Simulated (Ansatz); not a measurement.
## Band structure of BaTe

```xyz
2
Lattice="0.0000 3.4100 3.4100 3.4100 0.0000 3.4100 3.4100 3.4100 0.0000" Properties=species:S:1:pos:R:3 pbc="T T T"
Ba    0.0000    0.0000    0.0000
Te    3.4100    3.4100    3.4100
```

Atom numbers follow the list: Ba1, Te2.

The cell is COD entry 1010423, as deposited and not checked against the literature; nothing was relaxed. It is an old determination, and later ones may differ.

No spin–orbit coupling, which matters for the heavy atoms here.

All numbers below come from DFT, PBEsol, all-electron LAPW, scalar-relativistic in Ansatz 0.2.0.

Sampling and basis: a Γ-centred 10×10×10 k mesh, Fermi–Dirac smearing of 0.05 eV, basis error target 0.25 meV/atom, no spin polarisation.

Points in fractions of the reciprocal vectors of this cell: Γ (0, 0, 0), X (0.5, 0, 0.5), U (0.625, 0.25, 0.625), K (0.375, 0.375, 0.75), L (0.5, 0.5, 0.5), W (0.5, 0.25, 0.75). The path joins them by straight lines in the order Γ–X–U–K–Γ–L–W–X; legs that retrace an earlier one aren't tabulated. Energies are in eV from the top of the valence band.

Question: Metal or insulator at this level of theory?

Answer: An insulator or semiconductor: gap 1.34 eV, indirect from Γ to X (0.5, 0, 0.5).

Question: Tabulate bands 22 to 29, counted from the lowest band of the run, along the path.

Answer: 
| k (1/Å) | point | band 22 | band 23 | band 24 | band 25 | band 26 | band 27 | band 28 | band 29 |
| --- | --- | --- | --- | --- | --- | --- | --- | --- | --- |
| 0.00 | Γ | -11.83 | -9.70 | 0.00 | 0.00 | 0.00 | 2.90 | 2.90 | 2.90 |
| 0.13 |  | -11.83 | -9.62 | -0.38 | -0.05 | -0.05 | 2.77 | 3.09 | 3.09 |
| 0.26 |  | -11.85 | -9.45 | -1.04 | -0.16 | -0.16 | 2.46 | 3.54 | 3.58 |
| 0.39 |  | -11.88 | -9.30 | -1.52 | -0.27 | -0.27 | 2.10 | 3.82 | 3.96 |
| 0.53 |  | -11.90 | -9.26 | -1.66 | -0.33 | -0.33 | 1.78 | 4.17 | 4.18 |
| 0.66 |  | -11.93 | -9.33 | -1.50 | -0.35 | -0.35 | 1.54 | 4.40 | 4.58 |
| 0.79 |  | -11.94 | -9.43 | -1.23 | -0.35 | -0.35 | 1.39 | 4.57 | 4.90 |
| 0.92 | X | -11.95 | -9.47 | -1.09 | -0.35 | -0.35 | 1.34 | 4.64 | 4.98 |
| 0.97 |  | -11.95 | -9.47 | -1.08 | -0.38 | -0.36 | 1.37 | 4.67 | 5.02 |
| 1.01 |  | -11.94 | -9.44 | -1.08 | -0.48 | -0.40 | 1.47 | 4.76 | 5.12 |
| 1.06 |  | -11.94 | -9.41 | -1.08 | -0.62 | -0.46 | 1.61 | 4.90 | 5.29 |
| 1.11 |  | -11.93 | -9.36 | -1.07 | -0.79 | -0.53 | 1.78 | 5.09 | 5.49 |
| 1.15 |  | -11.93 | -9.30 | -1.06 | -0.98 | -0.62 | 1.99 | 5.33 | 5.51 |
| 1.20 |  | -11.92 | -9.24 | -1.16 | -1.05 | -0.71 | 2.22 | 5.31 | 5.51 |
| 1.25 | U | -11.91 | -9.18 | -1.34 | -1.04 | -0.80 | 2.48 | 5.12 | 5.34 |
| 1.33 |  | -11.91 | -9.15 | -1.43 | -1.02 | -0.86 | 2.67 | 4.73 | 5.43 |
| 1.41 |  | -11.93 | -9.12 | -1.51 | -1.01 | -0.91 | 2.97 | 4.25 | 5.42 |
| 1.49 |  | -11.94 | -9.10 | -1.56 | -0.98 | -0.95 | 3.34 | 3.78 | 5.43 |
| 1.57 |  | -11.94 | -9.10 | -1.56 | -0.98 | -0.95 | 3.34 | 3.78 | 5.43 |
| 1.65 |  | -11.93 | -9.12 | -1.51 | -1.01 | -0.91 | 2.97 | 4.25 | 5.42 |
| 1.73 |  | -11.91 | -9.15 | -1.43 | -1.02 | -0.86 | 2.67 | 4.73 | 5.43 |
| 1.81 | K | -11.91 | -9.18 | -1.34 | -1.04 | -0.80 | 2.48 | 5.12 | 5.34 |
| 1.95 |  | -11.88 | -9.02 | -1.78 | -1.04 | -0.96 | 3.37 | 4.51 | 4.80 |
| 2.09 |  | -11.85 | -8.94 | -1.98 | -1.15 | -0.84 | 3.95 | 4.27 | 4.36 |
| 2.23 |  | -11.83 | -8.99 | -1.91 | -1.10 | -0.67 | 3.48 | 3.80 | 4.25 |
| 2.37 |  | -11.82 | -9.17 | -1.54 | -0.88 | -0.45 | 3.15 | 3.42 | 3.91 |
| 2.51 |  | -11.82 | -9.40 | -0.97 | -0.54 | -0.23 | 2.96 | 3.13 | 3.49 |
| 2.65 |  | -11.83 | -9.61 | -0.33 | -0.17 | -0.06 | 2.90 | 2.96 | 3.07 |
| 2.79 | Γ | -11.83 | -9.70 | 0.00 | 0.00 | 0.00 | 2.90 | 2.90 | 2.90 |
| 2.90 |  | -11.83 | -9.64 | -0.21 | -0.09 | -0.09 | 2.91 | 2.97 | 2.97 |
| 3.02 |  | -11.83 | -9.49 | -0.68 | -0.33 | -0.33 | 2.92 | 3.17 | 3.17 |
| 3.13 |  | -11.83 | -9.28 | -1.22 | -0.60 | -0.60 | 3.00 | 3.47 | 3.47 |
| 3.24 |  | -11.84 | -9.06 | -1.71 | -0.86 | -0.86 | 3.17 | 3.87 | 3.87 |
| 3.36 |  | -11.84 | -8.87 | -2.09 | -1.06 | -1.06 | 3.47 | 4.35 | 4.35 |
| 3.47 |  | -11.84 | -8.74 | -2.34 | -1.19 | -1.19 | 3.85 | 4.84 | 4.84 |
| 3.59 | L | -11.84 | -8.69 | -2.42 | -1.23 | -1.23 | 4.12 | 4.98 | 5.11 |
| 3.68 |  | -11.84 | -8.72 | -2.38 | -1.22 | -1.22 | 4.05 | 4.84 | 5.12 |
| 3.77 |  | -11.85 | -8.78 | -2.25 | -1.17 | -1.17 | 3.89 | 4.51 | 5.21 |
| 3.87 |  | -11.87 | -8.88 | -2.06 | -1.11 | -1.11 | 3.74 | 4.15 | 5.36 |
| 3.96 |  | -11.90 | -8.98 | -1.84 | -1.04 | -1.03 | 3.61 | 3.84 | 5.56 |
| 4.05 |  | -11.94 | -9.08 | -1.62 | -0.98 | -0.97 | 3.53 | 3.63 | 5.52 |
| 4.14 |  | -11.99 | -9.14 | -1.45 | -0.95 | -0.94 | 3.49 | 3.51 | 5.21 |
| 4.24 | W | -12.04 | -9.17 | -1.38 | -0.93 | -0.93 | 3.48 | 3.48 | 5.08 |
| 4.30 |  | -12.02 | -9.18 | -1.34 | -0.99 | -0.86 | 3.02 | 3.96 | 5.05 |
| 4.37 |  | -12.00 | -9.22 | -1.22 | -1.03 | -0.78 | 2.60 | 4.44 | 4.99 |
| 4.44 |  | -11.98 | -9.29 | -1.05 | -1.03 | -0.68 | 2.21 | 4.91 | 4.92 |
| 4.50 |  | -11.97 | -9.35 | -1.07 | -0.80 | -0.57 | 1.87 | 4.85 | 5.35 |
| 4.57 |  | -11.96 | -9.42 | -1.08 | -0.58 | -0.46 | 1.59 | 4.78 | 5.34 |
| 4.63 |  | -11.95 | -9.46 | -1.08 | -0.41 | -0.38 | 1.41 | 4.69 | 5.06 |
| 4.70 | X | -11.95 | -9.47 | -1.09 | -0.35 | -0.35 | 1.34 | 4.64 | 4.98 |
